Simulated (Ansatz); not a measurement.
# CsI: the cost of one run

Program: Ansatz 0.2.0. Level of theory: DFT PBEsol, scalar-relativistic, plane waves, PAW. These are calculated values, not measurements.

2 further runs of the same task are left out: 1 that didn't finish, 1 set aside as unsound or not needed.

## (1) The starting structure

Symmetry: Pm-3m, No. 221, cubic system. Conventional cell: a = 4.507 Å, b = 4.507 Å, c = 4.507 Å, α = 90.00°, β = 90.00°, γ = 90.00°. Cs (site symmetry m-3m) is surrounded by 8 I at 3.90 Å. I (site symmetry m-3m) is surrounded by 8 Cs at 3.90 Å.

Coordinates:

```cif
data_structure
_symmetry_space_group_name_H-M 'Pm-3m'
_symmetry_Int_Tables_number 221
_cell_length_a 4.5071
_cell_length_b 4.5071
_cell_length_c 4.5071
_cell_angle_alpha 90.000
_cell_angle_beta 90.000
_cell_angle_gamma 90.000
_cell_volume 91.56
loop_
_atom_site_label
_atom_site_type_symbol
_atom_site_symmetry_multiplicity
_atom_site_Wyckoff_symbol
_atom_site_fract_x
_atom_site_fract_y
_atom_site_fract_z
_atom_site_occupancy
Cs1 Cs 1 a 0.00000 0.00000 0.00000 1
I1 I 1 b 0.50000 0.50000 0.50000 1
```

This cell was relaxed beforehand with the same method: volume 45.78 Å³/atom, gap on the mesh 3.85 eV.

## (2) The cell under 40 GPa

At a set pressure the run lowers the enthalpy E + PV, so the energy alone may rise along the way.

File input.yaml:

```yaml
crystal:
  lattice:
    - [4.5070983244, 0.0, 0.0]
    - [0.0, 4.5070983244, 0.0]
    - [0.0, 0.0, 4.5070983244]
  atoms:
    - { symbol: Cs, position: [0.0, 0.0, 0.0] }
    - { symbol: I, position: [0.5, 0.5, 0.5] }
basis:
  ecutwfc: 420
kpoints:
  mp_grid: { grid: [6, 6, 6] }
hamiltonian:
  xc: pbesol
scf:
  occupations: { method: fixed }
output:
  forces: true
  stress: true
  eigenvalues: true
relax:
  adjacent_minimum: "off"
  f_tol: 0.001
  max_steps: 60
  cell: { stress_tol: 0.02, p_target: 40.0 }
```

On the command line:

```sh
$ ansatz run input.yaml --threads 1 --pin off --max-ram 1228MiB --backend cpu --events-out ev --progress --plain --runs-dir out
```

Q: Estimate wall time and peak memory on 1 thread of Intel Xeon Platinum 8259CL at 2.50GHz (Skylake/Cascade Lake), shared host.

About 23 s, with a peak of 0.44 GiB.
